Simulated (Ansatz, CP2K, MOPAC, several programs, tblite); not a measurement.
Energy against volume for a 2-atom cell of RbBr (Pm-3m) from a materials database, at fixed shape and fractional coordinates, computed by several methods (PBE and r2SCAN, where shown, with plane waves in Ansatz); the cell shown is that of r2SCAN. The symmetry is Pm-3m (No. 221, cubic); a = 4.124 Å in the conventional setting, 35.08 Å³ an atom. Around Rb lie 8 Br at 3.57 Å; around Br lie 8 Rb at 3.57 Å. (Simulation; spin polarisation is off.) Energies count from each curve's lowest point; fits are third-order Birch-Murnaghan.

```yaml
crystal:
  lattice:
    - [4.12425, 0.00000, 0.00000]
    - [0.00000, 4.12425, 0.00000]
    - [0.00000, 0.00000, 4.12425]
  atoms:
    - { symbol: Rb, position: [0.00000, 0.00000, 0.00000] }
    - { symbol: Br, position: [0.50000, 0.50000, 0.50000] }
```

**Question.** PBE, on the shape of its own relaxed cell, gives
```
V (Å³/atom)  E (meV/atom)
     34.645          7.12
     35.751          1.81
     36.857          0.00
     37.962          1.11
     39.068          4.68
```
What equilibrium volume and bulk modulus follow?

**Answer.** V₀ = 36.96 Å³ an atom and B₀ = 14 GPa.

GFN2-xTB (tblite), on the shape of the cell shown, as a cluster of 16 atoms at the zone centre:
```csv
V (Å³/atom),E (meV/atom)
30.867,304.11
32.971,191.36
35.076,108.61
37.180,46.56
39.285,0.00
```
The lowest point is an end point, so the minimum isn't bracketed.

r2SCAN, on the shape of its own relaxed cell:
```
V (Å³/atom)  E (meV/atom)
     32.971          8.40
     34.023          2.14
     35.076          0.00
     36.128          1.30
     37.180          5.49
```
V₀ = 35.17 Å³ an atom and B₀ = 17 GPa.

PBE/SZV (CP2K), on the shape of the cell shown:

| V (Å³/atom) | E (meV/atom) |
| --- | --- |
| 30.867 | 154.79 |
| 32.971 | 78.08 |
| 35.076 | 32.02 |
| 37.180 | 7.99 |
| 39.285 | 0.00 |

The lowest point is an end point, so the minimum isn't bracketed.

PM7 (MOPAC), on the shape of the cell shown, as a cluster of 16 atoms at the zone centre:
```
V (Å³/atom)  E (meV/atom)
     30.867        990.47
     32.971        335.03
     35.076        451.44
     37.180          0.00
     39.285        249.47
```
This method closes the gap of a crystal that DFT finds insulating, so its curve rests on a wrong state.
The points scatter about a smooth fit, a numerical artefact, so no fit is quoted.

Spin-orbit coupling is left out.
